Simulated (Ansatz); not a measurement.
The polar optical mode of MgO at 40 GPa, worked through

These are results of DFT PBE, scalar-relativistic, plane waves, PAW in Ansatz 0.2.0, not measurements. Plane waves to 420 eV; Γ-centred k mesh 10×10×10; fixed occupations. No spin polarisation. Phonons by linear response, acoustic sum rule imposed.

The cell, relaxed at 40 GPa:
```yaml
crystal:
  lattice:
    - [0.00000, 2.00050, 2.00050]
    - [2.00050, 0.00000, 2.00050]
    - [2.00050, 2.00050, 0.00000]
  atoms:
    - { symbol: Mg, position: [0.00000, 0.00000, 0.00000] }
    - { symbol: O, position: [0.50000, 0.50000, 0.50000] }
```

Other phases may be more stable at this pressure.

Linear response gives ν_TO = 540.9 cm⁻¹, Born charges ±1.922 e (positive on Mg) and ε∞ = 3.060. The primitive cell holds 16.012 Å³, and the masses are 24.305 and 15.999 amu.

Question: Find ν_LO and the static dielectric constant.

Answer: The long-wave field adds a restoring force: ω_LO² − ω_TO² = Z*²e²/(ε_vac ε∞ μV). In these units ν_LO² − ν_TO² = 4.92064×10⁷ Z*²/(μ V ε∞) cm⁻², with μ = m₁m₂/(m₁ + m₂) = 9.648 amu: 384640 cm⁻². So ν_LO = √(540.9² + 384640) = 822.9 cm⁻¹, and the run gives 822.9. Lyddane–Sachs–Teller then gives ε0 = ε∞ (ν_LO/ν_TO)² = 7.08, against 7.08 in the run (it forms both from the same three quantities, so the match checks the arithmetic only). Between ν_TO and ν_LO the dielectric function is negative and an undamped crystal reflects fully: a reststrahlen band from 12.2 to 18.5 μm.

Question: What do the Clausius–Mossotti polarisability and the Szigeti charge come to?

Answer: With the Lorentz local field, α = (3V/4π)(ε∞ − 1)/(ε∞ + 2) = 1.56 Å³ for the pair, and e_S = 3Z*/(ε∞ + 2) = 1.14 e. The Born charge includes the electrons' response to the dipole's own local field, and e_S takes that enhancement out. The Lorentz field assumes point-like polarisable ions, a fair picture at this small ε∞.

Question: How strongly does a slow electron couple to the LO mode?

Answer: For one isotropic parabolic band, Fröhlich's constant is α_F = (1/ε∞ − 1/ε0) √(m* Ry/ħω_LO), with Ry = 13.606 eV, ħω_LO = 102.0 meV and m* in free-electron masses: α_F = 0.1856 × 11.55 × √m* = 2.14 √m*. The band mass isn't part of this run; for m* = 0.1, 0.3 and 1 it gives 0.68, 1.17, 2.14. In weak coupling the polaron lies α_F ħω_LO below the band edge (120 meV at m* = 0.3) with a mass m*(1 + α_F/6); past α_F of about 5 or 6 that expansion fails. A semilocal functional's ε∞ tends to be too large, which taken alone lowers α_F.

Cost: 1 run of about 0.077 core-minutes, on Intel Xeon 6975P-C (Granite Rapids) (shared hosts).

The wide LO–TO splitting marks MgO at this compression as a strongly polar crystal, with the lattice supplying more than half of the static dielectric constant. The Born charge of 1.922 e lies close to the formal ionic charge, as expected when filled oxygen 2p states and empty magnesium 3s states mix little and few electrons flow between the ions as they move.

The Szigeti charge of 1.14 e should therefore not be read as the static charge of a half-covalent solid. Rigid ions with point-like polarisability would return the formal charge. The shortfall suggests that overlap repulsion deforms the soft oxide shell and opposes the displacement dipole, so the Lorentz picture is less adequate here than the small ε∞ implies.

For electrons, the light, s-like conduction band of MgO probably puts the coupling in the intermediate range, favouring a large polaron over self-trapping. The estimate does not carry over to holes, whose oxygen 2p bands are heavier, degenerate and anisotropic.
